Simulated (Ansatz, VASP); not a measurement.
**Pt: VASP beside Ansatz**

File INCAR:

```
SYSTEM = Pt
ALGO = Fast ; EDIFF = 1E-7
ENCUT = 520 ; GGA = PS
ISIF = 2 ; ISMEAR = 0
LASPH = .True. ; LCHARG = .True.
LELF = .True. ; LREAL = .False.
LVHAR = .True. ; LWAVE = .False.
NBANDS = 11 ; NELM = 80
PREC = Accurate ; SIGMA = 0.15
```

Contents of KPOINTS:

```
k-points
0
Gamma
  22 22 22
  0 0 0
```

POSCAR

```
Pt
1.0
   -1.5366934000      1.5366934000      1.6317466000
    1.5366934000     -1.5366934000      1.6317466000
    1.5366934000      1.5366934000     -1.6317466000
Pt
1
Direct
    0.0000000000      0.0000000000      0.0000000000
```

Input for Ansatz:

```yaml
crystal:
  lattice:
    - [-1.5366934, 1.5366934, 1.6317466]
    - [1.5366934, -1.5366934, 1.6317466]
    - [1.5366934, 1.5366934, -1.6317466]
  atoms:
    - { symbol: Pt, position: [0.0, 0.0, 0.0] }
basis:
  ecutwfc: 420
kpoints:
  mp_grid: { grid: [22, 22, 22] }
hamiltonian:
  xc: pbesol
scf:
  occupations: { method: gaussian, width: 0.15 }
output:
  forces: true
  stress: true
  eigenvalues: true
```

Change from the starting cell: strain -0.030 along x and y, +0.030 along z, atoms carried along.

Alike in both runs: task single point; functional PBEsol; k mesh 22 × 22 × 22; occupations gaussian, width 0.15 eV; no spin polarisation.

|  | VASP | Ansatz |
| --- | --- | --- |
| version | VASP 6.6.1 | Ansatz 0.2.0 |
| potentials or method | VASP PAW PBE potentials, release 64 (Pt) | scalar-relativistic, plane waves, PAW |
| plane-wave cutoff (eV) | 520 | 420 |
| valence electrons in the cell | 10 | 18 |

|  | VASP | Ansatz | Ansatz less VASP |
| --- | --- | --- | --- |
| gap on the k mesh at the Fermi level (eV) | none | none | - |
| pressure (GPa) | -4.1 | -3.8 | +0.36 |
| largest component of the traceless stress (GPa) | 3.43 | 3.43 | -0.001 |

A gap of «none» marks a metal or a gap that the smearing closes. The two sets of potentials don't hold the same shells in valence.

Caveats: the PAW data sets were made with another functional, which shifts forces and pressure a little (VASP). Spin-orbit coupling is left out, which matters for the levels of Pt.
